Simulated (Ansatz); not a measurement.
# Pt: relaxation of cell and atoms with PBEsol

Pt:

```
CELL_PARAMETERS angstrom
-1.58422 1.58422 1.58422
1.58422 -1.58422 1.58422
1.58422 1.58422 -1.58422
ATOMIC_POSITIONS crystal
Pt 0.00000 0.00000 0.00000
```

This isn't the form of Pt at room conditions, which is fcc.

```yaml
Program: Ansatz 0.2.0
Task: relaxation of cell and atoms
Functional: PBEsol
Potentials_or_basis: Ansatz PAW
Cutoff: "420 eV (not typed: the program's choice for these potentials)"
k_mesh: 12 × 12 × 12
Occupations: fermi-dirac, width 0.05 eV
Spin: no spin polarisation
Target_pressure: 2 GPa
Target_pressure_GPa: 2
```

The relaxed volume is 15.09 Å³/atom and the relaxed cell is a = 2.696 Å, b = 2.696 Å, c = 2.696 Å, α = 109.47°, β = 109.47°, γ = 109.47°. The space group after relaxing (to 0.05 Å) is Im-3m (No. 229), the energy change on relaxing (the enthalpy is what falls) is -25.3 meV/atom and the ionic steps are 5. The pressure after relaxing is 2.0 GPa. The band gap on the k mesh is none (metal or under the smearing width).

The path:
| step | energy change (eV) | largest force (eV/Å) | volume (Å³) |
| --- | --- | --- | --- |
| 1 | 0.0000 | 0.0000 | 15.90 |
| 2 | -0.0262 | 0.0000 | 15.24 |
| 3 | -0.0254 | 0.0000 | 15.07 |
| 4 | -0.0257 | 0.0000 | 15.09 |
| 5 | -0.0253 | 0.0000 | 15.09 |

Final structure:
```
CELL_PARAMETERS angstrom
-1.55662 1.55662 1.55662
1.55662 -1.55662 1.55662
1.55662 1.55662 -1.55662
ATOMIC_POSITIONS crystal
Pt 0.00000 0.00000 0.00000
```

Levels at points of the mesh, in eV from the Fermi level:
| k point | band 5 | band 6 | band 7 | band 8 | band 9 | band 10 | band 11 | band 12 | band 13 |
| --- | --- | --- | --- | --- | --- | --- | --- | --- | --- |
| (0.00, 0.00, 0.00) | -9.98 | -3.68 | -3.68 | -3.68 | -0.98 | -0.98 | 17.07 | 17.07 | 17.07 |
| (0.00, 0.00, -0.50) | -6.98 | -5.21 | -1.17 | -0.62 | 0.13 | 1.24 | 6.76 | 13.28 | 16.27 |
| (-0.50, -0.50, -0.50) | -6.49 | -6.49 | 0.67 | 0.67 | 0.67 | 7.80 | 7.80 | 7.80 | 13.50 |

It took 3.1 s on 2 threads of AMD EPYC 7R43 64-Core Processor (Zen 3), on a shared host, peak memory 0.34 GiB.

Caveat: the plane-wave basis is chosen anew once the cell has moved, so the energies of steps on either side of that aren't comparable; the PAW data sets come from PBE, with cores solved anew for the run's functional, which leaves a small shift of forces and pressure. The run has no spin-orbit coupling, so splittings on Pt are missing.
